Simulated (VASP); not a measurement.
# BP (F-43m) in VASP: settings compared

Aim: see how the results for BP move with the level of theory and the settings. Levels: PBEsol, RPBE. Tasks: band structure.

Everything below comes from runs of VASP 6.6.1. Logs are shortened: lines on timing, memory, paths and dates and some standing lists are left out, and cuts for length are marked.

## 1. Starting point

Symmetry: F-43m, No. 216, cubic system. Conventional cell: a = 4.538 Å, b = 4.538 Å, c = 4.538 Å, α = 90.00°, β = 90.00°, γ = 90.00°. P (site symmetry -43m) is surrounded by 4 B at 1.97 Å. B (site symmetry -43m) has 4 P at 1.97 Å as nearest neighbours.

## 2. Band structure, PBEsol

POSCAR reads:

```
BP
1.0
    0.0000000000      2.2690000000      2.2690000000
    2.2690000000      0.0000000000      2.2690000000
    2.2690000000      2.2690000000      0.0000000000
P B
1 1
Direct
    0.7500000000      0.7500000000      0.7500000000
    0.0000000000      0.0000000000      0.0000000000
```

INCAR.step1 reads:

```
ALGO = Normal
EDIFF = 1E-7
ENCUT = 520
GGA = PS
ISIF = 2
ISMEAR = -1
LASPH = True
LCHARG = True
LREAL = False
LWAVE = False
NBANDS = 11
NELM = 60
PREC = Accurate
SIGMA = 0.05
```

KPOINTS.step1 reads:

```
k-points
0
Gamma
  10 10 10
```

INCAR.step2 reads:

```
ALGO = Normal
EDIFF = 1E-7
ENCUT = 520
GGA = PS
ICHARG = 11
ISIF = 2
ISMEAR = 0
LASPH = True
LCHARG = False
LREAL = False
LWAVE = False
NBANDS = 11
NELM = 60
PREC = Accurate
SIGMA = 0.05
```

KPOINTS.step2 reads:

```
path GXWKGLUWLK,UX
10
line-mode
reciprocal
 0.0000000000  0.0000000000  0.0000000000  G
 0.5000000000  0.0000000000  0.5000000000  X

 0.5000000000  0.0000000000  0.5000000000  X
 0.5000000000  0.2500000000  0.7500000000  W

 0.5000000000  0.2500000000  0.7500000000  W
 0.3750000000  0.3750000000  0.7500000000  K

 0.3750000000  0.3750000000  0.7500000000  K
 0.0000000000  0.0000000000  0.0000000000  G

 0.0000000000  0.0000000000  0.0000000000  G
 0.5000000000  0.5000000000  0.5000000000  L

 0.5000000000  0.5000000000  0.5000000000  L
 0.6250000000  0.2500000000  0.6250000000  U

 0.6250000000  0.2500000000  0.6250000000  U
 0.5000000000  0.2500000000  0.7500000000  W

 0.5000000000  0.2500000000  0.7500000000  W
 0.5000000000  0.5000000000  0.5000000000  L

 0.5000000000  0.5000000000  0.5000000000  L
 0.3750000000  0.3750000000  0.7500000000  K

 0.6250000000  0.2500000000  0.6250000000  U
 0.5000000000  0.0000000000  0.5000000000  X
```

Potentials or basis: VASP PAW PBE potentials, release 64 (P, B).

Command:

```bash
> cat potpaw_PBE.64/P/POTCAR potpaw_PBE.64/B/POTCAR > POTCAR
> cp INCAR.step1 INCAR
> cp KPOINTS.step1 KPOINTS
> mpirun -np 1 vasp_std > vasp.out
> cp INCAR.step2 INCAR
> cp KPOINTS.step2 KPOINTS
> mpirun -np 1 vasp_std > vasp.out
```

OUTCAR:

```text
EDIFF = 1E-7
   ENCUT = 520
   GGA = PS
   ICHARG = 11
   ISIF = 2
   ISMEAR = 0
   LASPH = True
   LREAL = False
   NELM = 60
   PREC = Accurate

 ion  position               nearest neighbor table
   1  0.750  0.750  0.750-   2 1.97   2 1.97   2 1.97   2 1.97
   2  0.000  0.000  0.000-   1 1.97   1 1.97   1 1.97   1 1.97

  LATTYP: Found a face centered cubic cell.
 ALAT       =     4.5380000000

  Lattice vectors:

 A1 = (   0.0000000000,   2.2690000000,   2.2690000000)
 A2 = (   2.2690000000,   0.0000000000,   2.2690000000)
 A3 = (   2.2690000000,   2.2690000000,   0.0000000000)

Analysis of symmetry for initial positions (statically):
=====================================================================
 Subroutine PRICEL returns:
 Original cell was already a primitive cell.

 Routine SETGRP: Setting up the symmetry group for a
 face centered cubic supercell.

 Subroutine GETGRP returns: Found 24 space group operations
 (whereof 24 operations were pure point group operations)
 out of a pool of 48 trial point group operations.

The static configuration has the point symmetry T_d .

Analysis of symmetry for dynamics (positions and initial velocities):
=====================================================================
 Subroutine PRICEL returns:
 Original cell was already a primitive cell.

 Routine SETGRP: Setting up the symmetry group for a
 face centered cubic supercell.

 Subroutine GETGRP returns: Found 24 space group operations
 (whereof 24 operations were pure point group operations)
 out of a pool of 48 trial point group operations.

The dynamic configuration has the point symmetry T_d .

 Subroutine INISYM returns: Found 24 space group operations
 (whereof 24 operations are pure point group operations),
 and found     1 'primitive' translations

----------------------------------------------------------------------------------------

                                     Primitive cell

  volume of cell :      23.3633

  direct lattice vectors                    reciprocal lattice vectors
     0.000000000  2.269000000  2.269000000    -0.220361393  0.220361393  0.220361393
     2.269000000  0.000000000  2.269000000     0.220361393 -0.220361393  0.220361393
     2.269000000  2.269000000  0.000000000     0.220361393  0.220361393 -0.220361393

  length of vectors
     3.208850573  3.208850573  3.208850573     0.381677128  0.381677128  0.381677128

  position of ions in fractional coordinates (direct lattice)
     0.750000000  0.750000000  0.750000000
     0.000000000  0.000000000  0.000000000

  ion indices of the primitive-cell ions
   primitive index   ion index
                 1           1
                 2           2

----------------------------------------------------------------------------------------

 KPOINTS: path GXWKGLUWLK,UX

Interpolating k-points between supplied coordinates.

 Line segments in fractional coordinates (reciprocal lattice):
    0.000000  0.000000  0.000000  ...  0.500000  0.000000  0.500000
    0.500000  0.000000  0.500000  ...  0.500000  0.250000  0.750000
    0.500000  0.250000  0.750000  ...  0.375000  0.375000  0.750000
    0.375000  0.375000  0.750000  ...  0.000000  0.000000  0.000000
    0.000000  0.000000  0.000000  ...  0.500000  0.500000  0.500000
    0.500000  0.500000  0.500000  ...  0.625000  0.250000  0.625000
    0.625000  0.250000  0.625000  ...  0.500000  0.250000  0.750000
    0.500000  0.250000  0.750000  ...  0.500000  0.500000  0.500000
    0.500000  0.500000  0.500000  ...  0.375000  0.375000  0.750000
    0.625000  0.250000  0.625000  ...  0.500000  0.000000  0.500000

 Generated    10 points on each line segment, for a total of    100 k-points:

 Following reciprocal coordinates:
            Coordinates               Weight
  0.000000  0.000000  0.000000      0.010000
  0.055556  0.000000  0.055556      0.010000
  0.111111  0.000000  0.111111      0.010000
  0.166667  0.000000  0.166667      0.010000
  0.222222  0.000000  0.222222      0.010000
  0.277778  0.000000  0.277778      0.010000
[... 16 lines left out ...]
  0.472222  0.277778  0.750000      0.010000
  0.458333  0.291667  0.750000      0.010000
 [... further k-points ...]
   k-points           NKPTS =    100   k-points in BZ     NKDIM =    100   number of bands    NBANDS=     11
   number of dos      NEDOS =    301   number of ions     NIONS =      2
   total plane-waves  NPLWV =  13824
   dimension x,y,z NGX =    24 NGY =   24 NGZ =   24
   dimension x,y,z NGXF=    48 NGYF=   48 NGZF=   48
   ions per type =               1   1
   NGX,Y,Z   is equivalent  to a cutoff of  12.43, 12.43, 12.43 a.u.
   NGXF,Y,Z  is equivalent  to a cutoff of  24.87, 24.87, 24.87 a.u.
 SYSTEM =  unknown system
   PREC   = accura    normal or accurate (medium, high low for compatibility)
   ISTART =      0    job   : 0-new  1-cont  2-samecut
   ICHARG =     11    charge: 1-file 2-atom 10-const
   ISPIN  =      1    spin polarized calculation?
   LNONCOLLINEAR =      F non collinear calculations
   LSORBIT =      F    spin-orbit coupling
   LASPH  =      T    aspherical Exc in radial PAW
   ENCUT  =  520.0 eV  38.22 Ry    6.18 a.u.   5.97  5.97  5.97*2*pi/ulx,y,z
   NELM   =     60;   NELMIN=  2; NELMDL=  0     # of ELM steps
   EDIFF  = 0.1E-06   stopping-criterion for ELM
   LREAL  =      F    real-space projection
   EDIFFG = 0.1E-05   stopping-criterion for IOM
   NSW    =      0    number of steps for IOM
   IBRION =     -1    ionic relax: 0-MD 1-quasi-New 2-CG
   NFREE  =      0    steps in history (QN), initial steepest desc. (CG)
   ISIF   =      2    stress and relaxation
   ISYM   =      2    0-nonsym 1-usesym 2-fastsym
   POTIM  = 0.5000    time-step for ionic-motion
   TEBEG  =    0.0;   TEEND  =   0.0 temperature during run
   PSTRESS=    0.0 pullay stress
   NELECT =       8.0000    total number of electrons
   NUPDOWN=      -1.0000    fix difference up-down
   EMIN   =  10.00;   EMAX   =-10.00  energy-range for DOS
   EFERMI =   0.00;   METHOD = LEGACY
   ISMEAR =     0;   SIGMA  =   0.05  broadening in eV -4-tet -1-fermi 0-gaus
   EFERMI_NEDOS =   21; number of points for ismear=-14 and -15
   IALGO  =     38    algorithm
   IMIX   =      4    mixing-type and parameters
     AMIX     =   0.40;   BMIX     =  1.00
     AMIX_MAG =   1.60;   BMIX_MAG =  1.00
  volume/ion in A,a.u.               =      11.68        78.83
  Fermi-wavevector in a.u.,A,eV,Ry     =   1.145320  2.164342 17.847562  1.311759
  Thomas-Fermi vector in A             =   2.282009
   LORBIT       =      0    0 simple, 1 ext, 2 COOP (PROOUT), +10 PAW based schemes
   GGA     = PS    functional components
   LHFCALC =     F    Hartree Fock is set to
   AEXX    =    0.0000 exact exchange contribution
   IVDW    =     0    specifies the selected vdW correction
   LEPSILON=     F    determine dielectric tensor
   LRPA    =     F    only Hartree local field effects (RPA)
 non-spin polarized calculation
 Gauss-broadening in eV      SIGMA  =   0.05
  energy-cutoff  :      520.00
  volume of cell :       23.36
 maximum number of plane-waves:       640
 NGX is ok and might be reduce to    24

 number of electron       8.0000000 magnetization

 Free energy of the ion-electron system (eV)
  ---------------------------------------------------
  ext. energy  EPLUGINS =         0.00000000
  ---------------------------------------------------
  free energy    TOTEN  =       -13.99142447 eV

  energy without entropy =      -13.99142447  energy(sigma->0) =      -13.99142447

 E-fermi :   7.6848     XC(G=0): -11.0458

 val. band max:        7.4054265332   @ k =   0.0000   0.0000   0.0000
 cond. band min:       8.5472190017   @ k =   0.3889   0.0000   0.3889
 fundamental gap:      1.1417924685
 Fermi energy:         7.6848019015

 k-point     1 :       0.0000    0.0000    0.0000
  band No.  band energies     occupation
      1      -8.0926      2.00000
      2       7.4054      2.00000
      3       7.4054      2.00000
      4       7.4054      2.00000
      5      10.7622      0.00000
      6      10.7622      0.00000
      7      10.7622      0.00000
      8      14.7482      0.00000
      9      18.6481      0.00000
     10      19.5271      0.00000
     11      19.5271      0.00000

 k-point     2 :       0.0556    0.0000    0.0556
  band No.  band energies     occupation
      1      -8.0181      2.00000
      2       7.0859      2.00000
      3       7.0859      2.00000
      4       7.1468      2.00000
      5      10.6067      0.00000
      6      11.1641      0.00000
      7      11.1641      0.00000
      8      14.9381      0.00000
      9      18.7690      0.00000
     10      18.9082      0.00000
     11      19.6078      0.00000

 k-point     3 :       0.1111    0.0000    0.1111
  band No.  band energies     occupation
      1      -7.7951      2.00000
      2       6.4020      2.00000
      3       6.4020      2.00000
      4       6.4515      2.00000
      5      10.2291      0.00000
      6      12.0923      0.00000
      7      12.0923      0.00000
      8      15.0649      0.00000
      9      17.7997      0.00000
     10      19.6166      0.00000
     11      19.8491      0.00000
[... 267 lines left out ...]
 k-point    23 :       0.4722    0.2778    0.7500
  band No.  band energies     occupation
      1      -2.9828      2.00000
      2      -0.6576      2.00000
      3       1.4928      2.00000
      4       2.1881      2.00000
      5      12.1650      0.00000
      6      13.6145      0.00000
      7      15.1327      0.00000
      8      15.3411      0.00000
      9      20.0629      0.00000
     10      23.0849      0.00000
     11      24.1956      0.00000

 k-point    24 :       0.4583    0.2917    0.7500
  band No.  band energies     occupation
      1      -3.0286      2.00000
      2      -0.6728      2.00000
      3       1.3935      2.00000
      4       2.4666      2.00000
      5      11.6515      0.00000
      6      13.5095      0.00000
      7      15.4077      0.00000
      8      15.8385      0.00000
      9      19.8864      0.00000
     10      22.7289      0.00000
     11      24.4937      0.00000

 [... further k-points ...]

------------------------ aborting loop because EDIFF is reached ----------------------------------------

  FORCE on cell =-STRESS in cart. coord.  units (eV):
  Direction    XX          YY          ZZ          XY          YZ          ZX
  --------------------------------------------------------------------------------------
  -------------------------------------------------------------------------------------
  Total       -0.6595903     -0.6595903     -0.6595903      0.0000000      0.0000000      0.0000000
  in kB      -45.2325822    -45.2325822    -45.2325822      0.0000000      0.0000000      0.0000000
  external PRESSURE =     -45.2325822 kB  Pullay stress =       0.0000000 kB

 VOLUME and BASIS-vectors are now :
 -----------------------------------------------------------------------------
  energy-cutoff  :      520.00
  volume of cell :       23.36
      direct lattice vectors                 reciprocal lattice vectors
     0.000000000  2.269000000  2.269000000    -0.220361393  0.220361393  0.220361393
     2.269000000  0.000000000  2.269000000     0.220361393 -0.220361393  0.220361393
     2.269000000  2.269000000  0.000000000     0.220361393  0.220361393 -0.220361393

 POSITION                                       TOTAL-FORCE (eV/Angst)
 -----------------------------------------------------------------------------------
      3.40350      3.40350      3.40350        -0.000000      0.000000      0.000000
      0.00000      0.00000      0.00000         0.000000     -0.000000     -0.000000
 -----------------------------------------------------------------------------------
    total drift:                               -0.000000     -0.000000     -0.000000

  FREE ENERGIE OF THE ION-ELECTRON SYSTEM (eV)
  ---------------------------------------------------
  free  energy   TOTEN  =       -13.9914244663 eV

  energy  without entropy=      -13.9914244663  energy(sigma->0) =      -13.99142447
```

Run time: 16 s. Hardware: 1 thread of AMD EPYC 7R13 (Zen 3), shared host; peak memory 0.11 GiB.

What came out:

* Band gap on the k mesh: 1.13 eV, indirect (least direct gap 3.36 eV)
* Band gap along the path: 1.14 eV, indirect (least direct gap 3.36 eV)

Levels at the corners of the path, in eV from the valence-band top:
```csv
point,band 2,band 3,band 4,band 5,band 6,band 7
Γ,0.00,0.00,0.00,3.36,3.36,3.36
X,-8.60,-4.15,-4.15,1.23,1.52,12.10
X,-8.60,-4.15,-4.15,1.23,1.52,12.10
W,-8.05,-5.75,-5.54,5.25,6.65,7.19
W,-8.05,-5.75,-5.54,5.25,6.65,7.19
K,-8.17,-6.30,-3.53,2.03,5.91,9.70
K,-8.17,-6.30,-3.53,2.03,5.91,9.70
Γ,0.00,0.00,0.00,3.36,3.36,3.36
Γ,0.00,0.00,0.00,3.36,3.36,3.36
L,-9.10,-1.77,-1.77,3.73,4.65,4.65
L,-9.10,-1.77,-1.77,3.73,4.65,4.65
U,-8.17,-6.30,-3.53,2.03,5.91,9.70
U,-8.17,-6.30,-3.53,2.03,5.91,9.70
W,-8.05,-5.75,-5.54,5.25,6.65,7.19
W,-8.05,-5.75,-5.54,5.25,6.65,7.19
L,-9.10,-1.77,-1.77,3.73,4.65,4.65
L,-9.10,-1.77,-1.77,3.73,4.65,4.65
K,-8.17,-6.30,-3.53,2.03,5.91,9.70
U,-8.17,-6.30,-3.53,2.03,5.91,9.70
X,-8.60,-4.15,-4.15,1.23,1.52,12.10
```

Caveat: the log is that of the step along the path at fixed density, whose energy, stress, charges and moments have no meaning; the PAW data sets were made with another functional, which shifts forces and pressure a little.

## 3. Band structure, RPBE

POSCAR is that of step 2.

Edit INCAR.step1 of step 2 so:

```diff
@@ -3,3 +3,3 @@
 ENCUT = 520
-GGA = PS
+GGA = RP
 ISIF = 2
```

KPOINTS.step1 is that of step 2.

Edit INCAR.step2 of step 2 so:

```diff
@@ -3,3 +3,3 @@
 ENCUT = 520
-GGA = PS
+GGA = RP
 ICHARG = 11
```

KPOINTS.step2 is that of step 2.

Potentials or basis: VASP PAW PBE potentials, release 64 (P, B).

Command:

```bash
> cat potpaw_PBE.64/P/POTCAR potpaw_PBE.64/B/POTCAR > POTCAR
> cp INCAR.step1 INCAR
> cp KPOINTS.step1 KPOINTS
> mpirun -np 1 vasp_std > vasp.out
> cp INCAR.step2 INCAR
> cp KPOINTS.step2 KPOINTS
> mpirun -np 1 vasp_std > vasp.out
```

Run time: 17 s. Hardware: 1 thread of AMD EPYC 7R13 (Zen 3), shared host; peak memory 0.11 GiB.

The run converged. Its results:

* Band gap on the k mesh: 1.25 eV, indirect (least direct gap 3.39 eV)
* Band gap along the path: 1.26 eV, indirect (least direct gap 3.39 eV)

Levels at the corners of the path, in eV from the valence-band top:
| point | band 1 | band 2 | band 3 | band 4 | band 5 | band 6 | band 7 | band 8 |
| --- | --- | --- | --- | --- | --- | --- | --- | --- |
| Γ | -15.48 | 0.00 | 0.00 | 0.00 | 3.39 | 3.39 | 3.39 | 7.42 |
| X | -10.61 | -8.62 | -4.12 | -4.12 | 1.33 | 1.70 | 12.16 | 12.16 |
| X | -10.61 | -8.62 | -4.12 | -4.12 | 1.33 | 1.70 | 12.16 | 12.16 |
| W | -10.34 | -8.10 | -5.67 | -5.46 | 5.36 | 6.80 | 7.28 | 7.44 |
| W | -10.34 | -8.10 | -5.67 | -5.46 | 5.36 | 6.80 | 7.28 | 7.44 |
| K | -10.62 | -8.20 | -6.22 | -3.51 | 2.16 | 6.03 | 9.75 | 10.65 |
| K | -10.62 | -8.20 | -6.22 | -3.51 | 2.16 | 6.03 | 9.75 | 10.65 |
| Γ | -15.48 | 0.00 | 0.00 | 0.00 | 3.39 | 3.39 | 3.39 | 7.42 |
| Γ | -15.48 | 0.00 | 0.00 | 0.00 | 3.39 | 3.39 | 3.39 | 7.42 |
| L | -12.15 | -9.04 | -1.76 | -1.76 | 3.79 | 4.70 | 4.70 | 10.22 |
| L | -12.15 | -9.04 | -1.76 | -1.76 | 3.79 | 4.70 | 4.70 | 10.22 |
| U | -10.62 | -8.20 | -6.22 | -3.51 | 2.16 | 6.03 | 9.75 | 10.65 |
| U | -10.62 | -8.20 | -6.22 | -3.51 | 2.16 | 6.03 | 9.75 | 10.65 |
| W | -10.34 | -8.10 | -5.67 | -5.46 | 5.36 | 6.80 | 7.28 | 7.44 |
| W | -10.34 | -8.10 | -5.67 | -5.46 | 5.36 | 6.80 | 7.28 | 7.44 |
| L | -12.15 | -9.04 | -1.76 | -1.76 | 3.79 | 4.70 | 4.70 | 10.22 |
| L | -12.15 | -9.04 | -1.76 | -1.76 | 3.79 | 4.70 | 4.70 | 10.22 |
| K | -10.62 | -8.20 | -6.22 | -3.51 | 2.16 | 6.03 | 9.75 | 10.65 |
| U | -10.62 | -8.20 | -6.22 | -3.51 | 2.16 | 6.03 | 9.75 | 10.65 |
| X | -10.61 | -8.62 | -4.12 | -4.12 | 1.33 | 1.70 | 12.16 | 12.16 |

Caveat: the log is that of the step along the path at fixed density, whose energy, stress, charges and moments have no meaning; the PAW data sets were made with another functional, which shifts forces and pressure a little.
